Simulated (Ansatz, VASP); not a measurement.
## P in VASP and in Ansatz

```xyz
1
Lattice="2.4473 0.0000 0.0000 0.0000 2.4473 0.0000 0.0000 0.0000 2.4397" Properties=species:S:1:pos:R:3 pbc="T T T"
P     0.0000    0.0000    1.2198
```

Alike in both runs: functional PBE; k mesh 22 × 22 × 24; occupations gaussian, width 0.1 eV; no spin polarisation.

Ansatz relaxed the structure, and its values are those at the end. VASP's run is a single point on that final structure, the one shown.

|  | VASP | Ansatz |
| --- | --- | --- |
| version | VASP 6.6.1 | Ansatz 0.2.0 |
| potentials or method | VASP PAW PBE potentials, release 64 (P) | scalar-relativistic, plane waves, PAW |
| plane-wave cutoff (eV) | 520 | 420 |
| valence electrons in the cell | 5 | 5 |

|  | VASP | Ansatz | Ansatz less VASP |
| --- | --- | --- | --- |
| gap on the k mesh at the Fermi level (eV) | none | none | - |
| pressure (GPa) | -0.3 | 0.0 | +0.27 |

A gap of «none» marks a metal or a gap that the smearing closes.
